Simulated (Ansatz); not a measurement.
# Dielectric response of BN (110) films, part 4 of 5

How well do thin zincblende BN (110) films screen a perpendicular field?

Ansatz 0.2.0; plane-wave DFT, PBEsol, Ansatz PAW (set soft_1); PAW set soft_1 (the session's first sound run).

So far. Step 14 (Response with the atoms held, 16 atoms, units 8): The induced dipole is that of a conductor 8.82 Å thick. Step 15 (Relaxation, 24 atoms, units 12): The gap is 2.44 eV, with the valence edge 6.72 eV and the conduction edge 4.28 eV under the upper vacuum level.

## Step 16: The series together

Times are for 4 threads of Arm Neoverse V1, shared host. Results by setting:

```
no.  units  gap by band count (eV)  ionisation energy, upper face (eV)  electron affinity, upper face (eV)     time  memory (GiB)
  1      5                   2.116                               6.551                               4.435     31 s          0.53
  2      8                   2.392                               6.671                               4.279     74 s          0.73
  3     12                   2.437                               6.720                               4.283  2.2 min          0.98
```

The valence density, planar mean (5) oscillates, so the rows of the table below give means over windows of 1.23 Å about each position, cut where the curve ends. Its maxima inside the range that stand out by 2 % of the span (Å: e/Å³): 9.1: 0.764, 10.3: 0.792, 11.6: 0.764, 12.9: 0.792, 14.0: 0.764. Its minima: 9.7: 0.642, 10.8: 0.554, 12.3: 0.554, 13.4: 0.642.

The runs together. The valence density, planar mean by z; means over each step:

```csv
z (Å),5 (e/Å³),8 (e/Å³),12 (e/Å³)
5.54,4.1e-5,4.0e-5,3.9e-5
6.77,0.00206,0.00204,0.00198
8.00,0.122,0.120,0.118
9.22,0.673,0.673,0.671
10.46,0.688,0.687,0.686
11.69,0.668,0.679,0.679
12.92,0.707,0.682,0.683
14.14,0.604,0.684,0.682
15.38,0.0538,0.676,0.683
16.61,9.0e-4,0.696,0.683
17.83,1.8e-5,0.646,0.682
19.06,0,0.0846,0.682
20.29,0,0.00138,0.680
21.52,0,2.8e-5,0.680
22.75,0,9.5e-7,0.702
```

## Step 17: Single point on the relaxed film, 24 atoms, units 12

The next thickness, treated alike, so that differences show the interior and the faces cancel.

File input.yaml:

```yaml
crystal:
  lattice:
    - [2.55619101, 0.0, 0.0]
    - [0.0, 3.615, 0.0]
    - [0.0, 0.0, 32.0590505769]
  atoms:
    - { symbol: B, position: [0.5, 0.5484161583, 0.2883124596] }
    - { symbol: "N", position: [0.0, 0.7319547372, 0.2816536792] }
    - { symbol: B, position: [0.0, -0.000574442, 0.319502404] }
    - { symbol: "N", position: [0.5, 0.2419257072, 0.3202324606] }
    - { symbol: B, position: [0.5, 0.498967311, 0.3612989775] }
    - { symbol: "N", position: [0.0, 0.7480002731, 0.3609910799] }
    - { symbol: B, position: [0.0, -0.0033836142, 0.4005757935] }
    - { symbol: "N", position: [0.5, 0.2465884987, 0.4005945522] }
    - { symbol: B, position: [0.5, 0.4972077496, 0.4404121364] }
    - { symbol: "N", position: [0.0, 0.7470009735, 0.4404271732] }
    - { symbol: B, position: [0.0, -0.0030116416, 0.4801353207] }
    - { symbol: "N", position: [0.5, 0.2469081888, 0.4801122046] }
    - { symbol: B, position: [0.5, 0.4969883616, 0.5198646795] }
    - { symbol: "N", position: [0.0, 0.7469081915, 0.519887795] }
    - { symbol: B, position: [0.0, -0.0027922426, 0.5595878636] }
    - { symbol: "N", position: [0.5, 0.2470009817, 0.5595728262] }
    - { symbol: B, position: [0.5, 0.4966164006, 0.5994242066] }
    - { symbol: "N", position: [0.0, 0.746588513, 0.5994054471] }
    - { symbol: B, position: [0.0, -0.0010326667, 0.6387010226] }
    - { symbol: "N", position: [0.5, 0.2480002945, 0.6390089198] }
    - { symbol: B, position: [0.5, 0.499425579, 0.6804975961] }
    - { symbol: "N", position: [0.0, 0.7419257314, 0.6797675395] }
    - { symbol: B, position: [0.0, 0.0484161895, 0.7116875412] }
    - { symbol: "N", position: [0.5, 0.2319547669, 0.7183463213] }
kpoints:
  mp_grid: { grid: [10, 8, 1] }
hamiltonian:
  xc: pbesol
  pseudopotentials: { kind: paw, azcp: { folder: soft_1 }, xc_functional: pbe }
scf:
  occupations: { method: fixed }
  convergence: { dr2_threshold: 1.0e-09 }
efield:
  axis: 3
  dipole_correction: true
  ramp_position: 0.97
  ramp_width: 0.06
output:
  eigenvalues: true
  dos: { projected: true, e_range: [-7, 7] }
  write_potential: true
  write_density: true
  volumetric_format: npy
checkpoint:
  write: end12.run
  compress: false
  write_wavefunctions: false
```

Command:

```
$ ansatz run input.yaml --threads 4 --pin off --max-ram 8192MiB --backend cpu --events-out ev --progress --plain --runs-dir out
```

Numbers of over 12 decimals in the logs are rounded to 6 here.

Log:

```text
[...]
Crystal: 24 atoms, lattice volume = 296.246 Å³
Basis set: ecut = 420 eV, 5827 PW (Γ)
Bands: 72, of which v1, the nominal top of the filled ones, is band 48 counted from 1 (47 counted from 0)
Symmetry: 2 space group operations
k-points: 30 of 80 (time reversal used)
[...]
k-point 0: bands = [... 44 lower, 1.3704, 1.5275, 1.8592, 1.9127, 6.1550, 6.7171, 7.2925, 7.5616, ... 20 higher]
  k-point 1: bands = [... 44 lower, 1.1083, 1.2178, 1.7942, 1.8819, 6.3089, 6.7731, 7.2702, 7.6259, ... 20 higher]
  k-point 2: bands = [... 44 lower, 0.5434, 0.6634, 1.7225, 1.7290, 6.6240, 6.8021, 7.3550, 7.9674, ... 20 higher]
  k-point 29: bands = [... 44 lower, -0.4921, -0.4921, 1.8215, 1.8215, 5.9917, 5.9917, 10.6308, 10.6308, ... 20 higher]
[key lines of the parts left out:]
SCF converged after 11 iterations
Free energy (F): -6402.459550 eV
Fermi energy:    1.912714 eV
Dipole field:    D = -0.000003 V/Å  (p = -0.000006 e·Å, saw-weighted, corrected)
Work function:   Φ+ = 6.7203 eV   Φ− = 6.7202 eV
```

Wall time 38 s (4 threads of Arm Neoverse V1, shared host); peak memory 1.1 GiB; 2.5 min of CPU time.

Running mean over 1.278 Å of the planar mean; the ramp of the sawtooth is left out. The electron's electrostatic potential energy less the highest filled level by z:

```csv
z (Å),electron's electrostatic potential energy less the highest filled level (eV)
4,6.72
5,6.72
6,6.72
7,6.65
8,4.62
9,-6.31
10,-9.83
11,-8.09
12,-8.62
13,-8.56
14,-8.55
15,-8.59
16,-8.58
17,-8.59
18,-8.56
19,-8.56
20,-8.64
21,-8.10
22,-9.73
23,-6.81
24,4.15
25,6.63
26,6.72
27,6.72
28,6.72
```

The gap is 2.44 eV, with the valence edge 6.72 eV and the conduction edge 4.28 eV under the upper vacuum level.

## Step 18: Single point, 24 atoms, units 12, field 0.05 V/Å

input.yaml: that of step 17 with these lines changed.

```diff
@@ -37,3 +37,3 @@
   occupations: { method: fixed }
-  convergence: { dr2_threshold: 1.0e-09 }
+  convergence: { dr2_threshold: 1.0e-10 }
 efield:
@@ -43,5 +43,4 @@
   ramp_width: 0.06
+  amplitude: 0.05
 output:
-  eigenvalues: true
-  dos: { projected: true, e_range: [-7, 7] }
   write_potential: true
@@ -49,5 +48 @@
   volumetric_format: npy
-checkpoint:
-  write: end12.run
-  compress: false
-  write_wavefunctions: false
```

Log:

```text
[...]
Crystal: 24 atoms, lattice volume = 296.246 Å³
Basis set: ecut = 420 eV, 5827 PW (Γ)
Bands: 72, of which v1, the nominal top of the filled ones, is band 48 counted from 1 (47 counted from 0)
Symmetry: 2 space group operations
k-points: 30 of 80 (time reversal used)
[...]
k-point 0: bands = [... 44 lower, 1.3690, 1.5322, 1.8229, 1.9498, 6.1521, 6.7169, 7.2784, 7.5561, ... 20 higher]
  k-point 1: bands = [... 44 lower, 1.1061, 1.2240, 1.7641, 1.9126, 6.3049, 6.7729, 7.2629, 7.6227, ... 20 higher]
  k-point 2: bands = [... 44 lower, 0.5435, 0.6651, 1.6616, 1.7901, 6.6060, 6.8170, 7.3537, 7.9640, ... 20 higher]
  k-point 29: bands = [... 44 lower, -0.5116, -0.4677, 1.7513, 1.8917, 5.9197, 6.0636, 10.5825, 10.6784, ... 20 higher]
[key lines of the parts left out:]
SCF converged after 13 iterations
Free energy (F): -6402.460368 eV
Fermi energy:    1.949796 eV
Dipole field:    D = 0.019981 V/Å  (p = 0.032712 e·Å, saw-weighted, corrected)
```

Run time: 38 s. Hardware: 4 threads; peak memory 1.1 GiB.

The dipole is 0.0327 e·Å, and the gap on the mesh 2.333 eV.

## Step 19: Atoms held, 24 atoms, units 12, field -0.05 V/Å

input.yaml: that of step 18 with these lines changed.

```diff
@@ -43,3 +43,3 @@
   ramp_width: 0.06
-  amplitude: 0.05
+  amplitude: -0.05
 output:
```

Log:

```text
[...]
Crystal: 24 atoms, lattice volume = 296.246 Å³
Basis set: ecut = 420 eV, 5827 PW (Γ)
Bands: 72, of which v1, the nominal top of the filled ones, is band 48 counted from 1 (47 counted from 0)
Symmetry: 2 space group operations
k-points: 30 of 80 (time reversal used)
[...]
k-point 0: bands = [... 44 lower, 1.3690, 1.5322, 1.8229, 1.9498, 6.1521, 6.7169, 7.2784, 7.5561, ... 20 higher]
  k-point 1: bands = [... 44 lower, 1.1061, 1.2240, 1.7641, 1.9126, 6.3049, 6.7729, 7.2630, 7.6227, ... 20 higher]
  k-point 2: bands = [... 44 lower, 0.5435, 0.6651, 1.6616, 1.7901, 6.6060, 6.8170, 7.3537, 7.9641, ... 20 higher]
  k-point 29: bands = [... 44 lower, -0.5116, -0.4677, 1.7513, 1.8917, 5.9197, 6.0636, 10.5825, 10.6784, ... 20 higher]
[key lines of the parts left out:]
SCF converged after 12 iterations
Free energy (F): -6402.460368 eV
Fermi energy:    1.949793 eV
Dipole field:    D = -0.019981 V/Å  (p = -0.032711 e·Å, saw-weighted, corrected)
```

Wall time 38 s (4 threads); peak memory 1.1 GiB; 2.5 min of CPU time.

The dipole is -0.0327 e·Å, and the gap on the mesh 2.333 eV.

## Step 20: Response with the atoms held, 24 atoms, units 12

This step: plane-wave DFT, PBEsol, Ansatz PAW (set soft_1); response to a field along the normal, atoms held; PAW set soft_1 (Ansatz 0.2.0).

Local field over the applied field, running mean. From the potentials at -0.05 and 0.05 V/Å; running mean over 1.278 Å, taken twice. Table of local field over applied field by z:

z (Å), local field over applied field and a bar from the least value:
```
      4.5      1.000 ##############################
      5.0      0.999 ##############################
      5.5      0.997 ##############################
      6.0      0.991 ##############################
      6.5      0.972 #############################
      7.0      0.921 ###########################
      7.5      0.808 #######################
      8.0      0.629 #################
      8.5      0.422 #########
      9.0      0.258 ###
      9.5      0.179 
     10.0      0.173 
     10.5      0.189 #
     11.0      0.199 #
     11.5      0.201 #
     12.0      0.203 #
     12.5      0.206 #
     13.0      0.211 #
     13.5      0.213 #
     14.0      0.214 ##
     14.5      0.214 ##
     15.0      0.215 ##
     15.5      0.215 ##
     16.0      0.215 ##
     16.5      0.215 ##
     17.0      0.215 ##
     17.5      0.214 ##
     18.0      0.214 ##
     18.5      0.213 #
     19.0      0.211 #
     19.5      0.207 #
     20.0      0.203 #
     20.5      0.201 #
     21.0      0.199 #
     21.5      0.191 #
     22.0      0.174 
     22.5      0.176 
     23.0      0.243 ###
     23.5      0.399 ########
     24.0      0.605 ################
     24.5      0.790 ######################
     25.0      0.911 ###########################
     25.5      0.968 #############################
     26.0      0.990 ##############################
     26.5      0.997 ##############################
     27.0      0.999 ##############################
     27.5      1.000 ##############################
```

The induced dipole is that of a conductor 12.81 Å thick.

## Step 21: Field on, atoms free, 24 atoms, units 12, field 0.05 V/Å

This step: plane-wave DFT, PBEsol, Ansatz PAW (set soft_1); PAW set soft_1 (Ansatz 0.2.0).

The same pair of relaxations in the field for this thickness.

input.yaml: that of step 19 with these lines changed.

```diff
@@ -43,3 +43,6 @@
   ramp_width: 0.06
-  amplitude: -0.05
+  amplitude: 0.05
+relax:
+  f_tol: 0.0006
+  max_steps: 70
 output:
```

Log:

```text
[...]
Crystal: 24 atoms, lattice volume = 296.246 Å³
Basis set: ecut = 420 eV, 5827 PW (Γ), exchange–correlation on 36×50×432 points (8 copies of the dense FFT grid, shifted against one another)
Bands: 72, of which v1, the nominal top of the filled ones, is band 48 counted from 1 (47 counted from 0)
Symmetry: 2 space group operations
k-points: 30 of 80 (time reversal used)
[...]
- { symbol: N, position: [0.5, 0.247057, 0.559564] }
    - { symbol: B, position: [0.5, 0.496721, 0.599432] }
    - { symbol: N, position: [0.0, 0.746689, 0.599398] }
    - { symbol: B, position: [0.0, -0.000879236, 0.638710] }
    - { symbol: N, position: [0.5, 0.248161, 0.639000] }
    - { symbol: B, position: [0.5, 0.499648, 0.680508] }
    - { symbol: N, position: [0.0, 0.742174, 0.679762] }
    - { symbol: B, position: [0.0, 0.048689, 0.711701] }
    - { symbol: N, position: [0.5, 0.232237, 0.718333] }
[key lines of the parts left out:]
SCF converged after 6 iterations
Free energy (F): -6402.460402 eV
Fermi energy:    1.931816 eV
Dipole field:    D = 0.021930 V/Å  (p = 0.035904 e·Å, saw-weighted, corrected)
```

The job ended after 76 s (4 threads; peak memory 0.96 GiB).

Hardly anything moved in the relaxation; the energy changed by under 0.2 meV an atom.

The relaxation took 4 steps and lowered the energy by 8.0e-5 eV; the largest force on the free atoms ends at 4.6e-4 eV/Å.

The dipole is 0.0359 e·Å, and the gap on the mesh 2.376 eV.

## Step 22: Relaxing in the field, 24 atoms, units 12, field -0.05 V/Å

The opposite sign, again from the field-free geometry; the difference of the two cancels what relaxes without a field.

input.yaml: that of step 21 with these lines changed.

```diff
@@ -43,3 +43,3 @@
   ramp_width: 0.06
-  amplitude: 0.05
+  amplitude: -0.05
 relax:
```

Log:

```text
[...]
Crystal: 24 atoms, lattice volume = 296.246 Å³
Basis set: ecut = 420 eV, 5827 PW (Γ), exchange–correlation on 36×50×432 points (8 copies of the dense FFT grid, shifted against one another)
Bands: 72, of which v1, the nominal top of the filled ones, is band 48 counted from 1 (47 counted from 0)
Symmetry: 2 space group operations
k-points: 30 of 80 (time reversal used)
[...]
- { symbol: N, position: [0.5, 0.246926, 0.559582] }
    - { symbol: B, position: [0.5, 0.496506, 0.599417] }
    - { symbol: N, position: [0.0, 0.746470, 0.599413] }
    - { symbol: B, position: [0.0, -0.00116919, 0.638690] }
    - { symbol: N, position: [0.5, 0.247856, 0.639020] }
    - { symbol: B, position: [0.5, 0.499209, 0.680486] }
    - { symbol: N, position: [0.0, 0.741720, 0.679772] }
    - { symbol: B, position: [0.0, 0.048174, 0.711677] }
    - { symbol: N, position: [0.5, 0.231717, 0.718366] }
[key lines of the parts left out:]
SCF converged after 5 iterations
Free energy (F): -6402.460402 eV
Fermi energy:    1.931866 eV
Dipole field:    D = -0.021924 V/Å  (p = -0.035893 e·Å, saw-weighted, corrected)
```

It took 96 s on 4 threads; peak memory 0.96 GiB; 6 min of CPU time.

Hardly anything moved in the relaxation; the energy changed by under 0.2 meV an atom.

The relaxation took 5 steps and lowered the energy by 8.0e-5 eV; the largest force on the free atoms ends at 3.6e-4 eV/Å.

The dipole is -0.0359 e·Å, and the gap on the mesh 2.376 eV.

## Step 23: Response with the atoms relaxed, 24 atoms, units 12

This step: plane-wave DFT, PBEsol, Ansatz PAW (set soft_1); response to a field along the normal, atoms relaxed; PAW set soft_1 (Ansatz 0.2.0).

Numbers from this step:

| Quantity | Value |
| --- | --- |
| equivalent conductor thickness p/(ε₀AE) | 14.06 Å |
| inner field over outer field | 0.1418 |
| local ε in the middle | 7.053 |

Local field over the applied field, running mean. From the potentials at -0.05 and 0.05 V/Å; running mean over 1.278 Å, taken twice. Table of local field over applied field by z:

z (Å), local field over applied field and a bar:
```
        5      0.999 ##############################
        6      0.991 ##############################
        7      0.915 ###########################
        8      0.593 #################
        9      0.225 ######
       10      0.027 
       11      0.127 ###
       12      0.135 ###
       13      0.139 ###
       14      0.141 ####
       15      0.140 ###
       16      0.142 ####
       17      0.140 ###
       18      0.141 ####
       19      0.139 ###
       20      0.134 ###
       21      0.131 ###
       22      0.028 
       23      0.203 #####
       24      0.570 #################
       25      0.903 ###########################
       26      0.990 ##############################
       27      0.999 ##############################
```

The induced dipole is that of a conductor 14.06 Å thick.

## Step 24: Electronic ε from the series

This step: plane-wave DFT, PBEsol, Ansatz PAW (set soft_1); permittivity from the thickness series, atoms held; PAW set soft_1 (Ansatz 0.2.0).

Each added layer adds t(1 − 1/ε) to the dipole term, so the slope against thickness gives ε without a choice of where the film ends.

This step gave:

```
slope                : 0.7858
intercept of the fit : 1.815 Å
ε of the interior    : 4.669
```

Equivalent conductor thickness against distance between the outer atoms:

```csv
distance between the outer atoms (Å),equivalent conductor thickness (Å)
5.09,5.81
8.90,8.82
14.00,12.8
```

By hand, from the thinnest and the thickest film: slope = (12.811 − 5.809) / (14.000 − 5.091) = 0.786, so ε = 1/(1 − 0.786) = 4.67.

## Step 25: Static ε from the series

This step: plane-wave DFT, PBEsol, Ansatz PAW (set soft_1); permittivity from the thickness series, atoms relaxed; PAW set soft_1 (Ansatz 0.2.0).

The same fit for the relaxed films. The nearer its slope lies to 1, the more ε hangs on small errors.

This step gave:

```
slope                : 0.8592
intercept of the fit : 2.031 Å
ε of the interior    : 7.100
```

Table of equivalent conductor thickness by distance between the outer atoms:

| distance between the outer atoms (Å) | equivalent conductor thickness (Å) |
| --- | --- |
| 5.09 | 6.41 |
| 14.00 | 14.1 |

By hand, from the thinnest and the thickest film: slope = (14.059 − 6.405) / (14.000 − 5.091) = 0.859, so ε = 1/(1 − 0.859) = 7.10. One nm of such a film has the capacitance of 3.9/7.10 = 0.55 nm of SiO₂ (its equivalent oxide thickness).

[end of part 4 of 5]

[Logs are printed without paths, hosts, clocks, repeated set-up lines and the standing remarks that a program may print on its own settings, such as how far it seeks lower states.]

[Hosts, paths, dates, database ids (printed as entryN), source tags and the programs' standing remarks are cut or masked in the printed files.]

[Maps of the electrostatic potential energy from Ansatz leave out the sawtooth potential of an applied field or a dipole correction, so their vacuum need not be flat; planar profiles and work functions include it.]
